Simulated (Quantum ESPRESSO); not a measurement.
## Optical response of BeS

Wanted: where BeS starts to absorb, how strongly, and its refractive index. The cell comes from an older database entry, whose edges can differ from later determinations, mostly by under a per cent.

Program: Quantum ESPRESSO 7.5. Level of theory: DFT, PBE, plane waves with norm-conserving potentials (PseudoDojo), scalar-relativistic, independent-particle optical response without local fields and without the non-local commutator. Results are calculated unless marked as measured.

The database entry behind the starting cell differs from later determinations by our own check (0.1 to 0.3 % short, probably kX units), so it need not match the best structure at ambient conditions.

## 1. Set-up

Symmetry: F-43m, No. 216, cubic system. The conventional cell has a = 4.850 Å, b = 4.850 Å, c = 4.850 Å, α = 90.00°, β = 90.00°, γ = 90.00°. Nearest to S lie 4 Be at 2.10 Å. Nearest to Be lie 4 S at 2.10 Å. Farther neighbours and most contacts between anions are not listed.

## 2. Ground state

The self-consistent density comes first; it also tells whether there is a gap, which decides the occupations and the need for a Drude term.

This step: DFT, PBE, plane waves with norm-conserving potentials (PseudoDojo), scalar-relativistic, ground state (Quantum ESPRESSO 7.5).

File scf.in:

```
&control
  calculation = 'scf'
  prefix = 'x'
  outdir = './tmp'
  pseudo_dir = './'
  verbosity = 'high'
/
&system
  ibrav = 0
  nat = 2
  ntyp = 2
  ecutwfc = 90
  occupations = 'smearing'
  smearing = 'fd'
  degauss = 0.003675
  nbnd = 9
/
&electrons
  conv_thr = 1e-09
  electron_maxstep = 100
/
ATOMIC_SPECIES
  S 1.0 S.upf
  Be 1.0 Be.upf
CELL_PARAMETERS angstrom
  0.000000000000 2.425000000000 2.425000000000
  2.425000000000 0.000000000000 2.425000000000
  2.425000000000 2.425000000000 0.000000000000
ATOMIC_POSITIONS crystal
  S 0.750000000000 0.750000000000 0.750000000000
  Be 0.000000000000 0.000000000000 0.000000000000
K_POINTS automatic
  8 8 8 0 0 0
```

Command:

```sh
mpirun -n 4 pw.x -nk 4 -in scf.in
```

The program printed:

```text
for quantum simulation of materials; please cite

     using ibrav=0 with symmetry is DISCOURAGED, use correct ibrav instead

     G-vector sticks info
     --------------------
     sticks:   dense  smooth     PW     G-vecs:    dense   smooth      PW
     Sum        1039    1039    313                22219    22219    3695

     Using Slab Decomposition

     bravais-lattice index     =            0
     lattice parameter (alat)  =       6.4808  a.u.
     unit-cell volume          =     192.4695 (a.u.)^3
     number of atoms/cell      =            2
     number of atomic types    =            2
     number of electrons       =        10.00
     number of Kohn-Sham states=            9
     kinetic-energy cutoff     =      90.0000  Ry
     charge density cutoff     =     360.0000  Ry
     scf convergence threshold =      1.0E-09
     mixing beta               =       0.7000
     number of iterations used =            8  plain     mixing
     Exchange-correlation= PBE
                           (   1   4   3   4   0   0   0)

     celldm(1)=   6.480755  celldm(2)=   0.000000  celldm(3)=   0.000000
     celldm(4)=   0.000000  celldm(5)=   0.000000  celldm(6)=   0.000000

     crystal axes: (cart. coord. in units of alat)
               a(1) = (   0.000000   0.707107   0.707107 )
               a(2) = (   0.707107   0.000000   0.707107 )
               a(3) = (   0.707107   0.707107   0.000000 )

     reciprocal axes: (cart. coord. in units 2 pi/alat)
               b(1) = ( -0.707107  0.707107  0.707107 )
               b(2) = (  0.707107 -0.707107  0.707107 )
               b(3) = (  0.707107  0.707107 -0.707107 )

     ./S.upf
     Pseudo is Norm-conserving + core correction, Zval =  6.0
     Generated using ONCVPSP code by D. R. Hamann
     Using radial grid of 1146 points,  6 beta functions with:
                l(1) =   0
                l(2) =   0
                l(3) =   1
                l(4) =   1
                l(5) =   2
                l(6) =   2

     ./Be.upf
     Pseudo is Norm-conserving, Zval =  4.0
     Generated using ONCVPSP code by D. R. Hamann
     Using radial grid of 1358 points,  4 beta functions with:
                l(1) =   0
                l(2) =   0
                l(3) =   1
                l(4) =   1

     atomic species   valence    mass     pseudopotential
     S                 6.00     1.00000     S ( 1.00)
     Be                4.00     1.00000     Be( 1.00)

     24 Sym. Ops. (no inversion) found

                                    s                        frac. trans.

     [... symmetry matrices left out ...]
   Cartesian axes

     site n.     atom                  positions (alat units)
         1        S      tau(   1) = (   1.0606602   1.0606602   1.0606602  )
         2        Be     tau(   2) = (   0.0000000   0.0000000   0.0000000  )

   Crystallographic axes

     site n.     atom                  positions (cryst. coord.)
         1        S      tau(   1) = (  0.7500000  0.7500000  0.7500000  )
         2        Be     tau(   2) = (  0.0000000  0.0000000  0.0000000  )

     number of k points=    29  Fermi-Dirac smearing, width (Ry)=  0.0037
                       cart. coord. in units 2pi/alat
        k(    1) = (   0.0000000   0.0000000   0.0000000), wk =   0.0039062
        k(    2) = (   0.0883883   0.0883883  -0.0883883), wk =   0.0312500
        k(    3) = (   0.1767767   0.1767767  -0.1767767), wk =   0.0312500
        k(    4) = (   0.2651650   0.2651650  -0.2651650), wk =   0.0312500
        k(    5) = (  -0.3535534  -0.3535534   0.3535534), wk =   0.0156250
        k(    6) = (   0.1767767   0.0000000   0.0000000), wk =   0.0234375
        k(    7) = (   0.2651650   0.0883883  -0.0883883), wk =   0.0937500
        k(    8) = (   0.3535534   0.1767767  -0.1767767), wk =   0.0937500
        k(    9) = (  -0.2651650  -0.4419417   0.4419417), wk =   0.0937500
        k(   10) = (  -0.1767767  -0.3535534   0.3535534), wk =   0.0937500
        k(   11) = (  -0.0883883  -0.2651650   0.2651650), wk =   0.0937500
        k(   12) = (   0.0000000  -0.1767767   0.1767767), wk =   0.0468750
        k(   13) = (   0.3535534   0.0000000   0.0000000), wk =   0.0234375
        k(   14) = (   0.4419417   0.0883883  -0.0883883), wk =   0.0937500
        k(   15) = (  -0.1767767  -0.5303301   0.5303301), wk =   0.0937500
        k(   16) = (  -0.0883883  -0.4419417   0.4419417), wk =   0.0937500
[...]
cryst. coord.
[...]
k(   22) = (   0.1250000   0.2500000   0.3750000), wk =   0.0937500
        k(   23) = (   0.1250000   0.2500000  -0.5000000), wk =   0.1875000
        k(   24) = (   0.1250000   0.2500000  -0.3750000), wk =   0.0937500
        k(   25) = (   0.1250000   0.3750000  -0.5000000), wk =   0.0937500
        k(   26) = (   0.1250000   0.3750000  -0.3750000), wk =   0.1875000
        k(   27) = (   0.1250000   0.3750000  -0.2500000), wk =   0.0937500
        k(   28) = (   0.1250000  -0.5000000  -0.3750000), wk =   0.0468750
        k(   29) = (   0.2500000  -0.5000000  -0.2500000), wk =   0.0234375

     Dense  grid:    22219 G-vectors     FFT dimensions: (  40,  40,  40)

     Initial potential from superposition of free atoms

     starting charge       9.9998, renormalised to      10.0000
     Starting wfcs are    6 randomized atomic wfcs +    3 random wfcs

     Self-consistent Calculation

     iteration #  1     ecut=    90.00 Ry     beta= 0.70
     Davidson diagonalization with overlap

            56 MiB given to the printing process from OS
            20 MiB allocation reported by mallinfo(arena+hblkhd)
------------------
     ethr =  1.00E-02,  avg # of iterations =  5.1

     Threshold (ethr) on eigenvalues was too large:
     Diagonalizing with lowered threshold

     Davidson diagonalization with overlap

            56 MiB given to the printing process from OS
            22 MiB allocation reported by mallinfo(arena+hblkhd)
------------------
     ethr =  4.39E-04,  avg # of iterations =  1.4

     total energy              =     -50.13658868 Ry
     estimated scf accuracy    <       0.04417002 Ry

     iteration #  2     ecut=    90.00 Ry     beta= 0.70
     Davidson diagonalization with overlap

            64 MiB given to the printing process from OS
            26 MiB allocation reported by mallinfo(arena+hblkhd)
------------------
     ethr =  4.42E-04,  avg # of iterations =  1.3

     total energy              =     -50.13994929 Ry
     estimated scf accuracy    <       0.00233931 Ry

     iteration #  3     ecut=    90.00 Ry     beta= 0.70
     Davidson diagonalization with overlap

            64 MiB given to the printing process from OS
            27 MiB allocation reported by mallinfo(arena+hblkhd)
------------------
     ethr =  2.34E-05,  avg # of iterations =  4.5

     total energy              =     -50.14034997 Ry
     estimated scf accuracy    <       0.00025539 Ry

     iteration #  4     ecut=    90.00 Ry     beta= 0.70
     Davidson diagonalization with overlap

            64 MiB given to the printing process from OS
            27 MiB allocation reported by mallinfo(arena+hblkhd)
------------------
     ethr =  2.55E-06,  avg # of iterations =  2.4

     total energy              =     -50.14038671 Ry
     estimated scf accuracy    <       0.00000509 Ry

     iteration #  5     ecut=    90.00 Ry     beta= 0.70
     Davidson diagonalization with overlap

            64 MiB given to the printing process from OS
            28 MiB allocation reported by mallinfo(arena+hblkhd)
------------------
     ethr =  5.09E-08,  avg # of iterations =  2.1

     total energy              =     -50.14038824 Ry
     estimated scf accuracy    <       0.00000021 Ry

     iteration #  6     ecut=    90.00 Ry     beta= 0.70
     Davidson diagonalization with overlap

            64 MiB given to the printing process from OS
            29 MiB allocation reported by mallinfo(arena+hblkhd)
------------------
     ethr =  2.11E-09,  avg # of iterations =  2.3

     total energy              =     -50.14038835 Ry
     estimated scf accuracy    <       0.00000004 Ry

     iteration #  7     ecut=    90.00 Ry     beta= 0.70
     Davidson diagonalization with overlap

            64 MiB given to the printing process from OS
            30 MiB allocation reported by mallinfo(arena+hblkhd)
------------------
     ethr =  3.70E-10,  avg # of iterations =  2.0

     End of self-consistent calculation

          k = 0.0000 0.0000 0.0000 (  2733 PWs)   bands (ev):

   -93.4187  -8.1544   5.5346   5.5346   5.5346  11.1989  11.1989  11.1989
    11.4229

     occupation numbers
     1.0000   1.0000   1.0000   1.0000   1.0000   0.0000   0.0000   0.0000
     0.0000

          k = 0.0884 0.0884-0.0884 (  2755 PWs)   bands (ev):

   -93.4186  -7.9774   4.3355   5.3358   5.3358  11.1389  11.5536  11.5536
    12.6963

     occupation numbers
     1.0000   1.0000   1.0000   1.0000   1.0000   0.0000   0.0000   0.0000
     0.0000

          k = 0.1768 0.1768-0.1768 (  2776 PWs)   bands (ev):

   -93.4186  -7.4896   2.2337   4.9390   4.9390  11.0892  12.0951  12.0951
    14.8024

     occupation numbers
     1.0000   1.0000   1.0000   1.0000   1.0000   0.0000   0.0000   0.0000
     0.0000

          k = 0.2652 0.2652-0.2652 (  2797 PWs)   bands (ev):

   -93.4186  -6.8700   0.4746   4.6189   4.6189  11.0363  12.1592  12.1592
    16.3191

     occupation numbers
     1.0000   1.0000   1.0000   1.0000   1.0000   0.0000   0.0000   0.0000
     0.0000

          k =-0.3536-0.3536 0.3536 (  2788 PWs)   bands (ev):

   -93.4186  -6.5470  -0.2471   4.5021   4.5021  11.0126  12.0835  12.0835
    16.7521

     occupation numbers
     1.0000   1.0000   1.0000   1.0000   1.0000   0.0000   0.0000   0.0000
     0.0000

     [... further k points left out ...]

     the Fermi energy is     7.3300 ev

!    total energy              =     -50.14038836 Ry
     estimated scf accuracy    <          8.7E-11 Ry
     smearing contrib. (-TS)   =      -0.00000000 Ry
     internal energy E=F+TS    =     -50.14038836 Ry

     The total energy is F=E-TS. E is the sum of the following terms:
     one-electron contribution =     -16.22109503 Ry
     hartree contribution      =       7.57688967 Ry
     xc contribution           =     -11.28335520 Ry
     ewald contribution        =     -30.21282779 Ry

     convergence has been achieved in   7 iterations

     XML data file, charge density, pseudopotentials, collected wavefunctions

                                        0.00s GPU  (     232 calls)

=------------------------------------------------------------------------------=
   JOB DONE.
=------------------------------------------------------------------------------=
```

The job ended after 3.3 s (4 MPI ranks of Arm Neoverse V1, shared host; peak memory 0.06 GiB; 13 s of CPU time).

This step gave:

```
total energy           : -50.14 Ry
gap on the k-mesh      : 3.114 eV
direct gap on the mesh : 5.664 eV
```

There is a gap, 3.11 eV on this mesh (points off the mesh can give less), so no carriers' term is needed.

[end of part 1 of 3]

[Machine, clock, banner and «Message from routine» lines are left out of the logs.]

[Logs are printed without paths, hosts, clocks, repeated set-up lines and the standing remarks that a program may print on its own settings, such as how far it seeks lower states.]

[Hosts, paths, dates, database ids (printed as entryN), source tags and the programs' standing remarks are cut or masked in the printed files.]
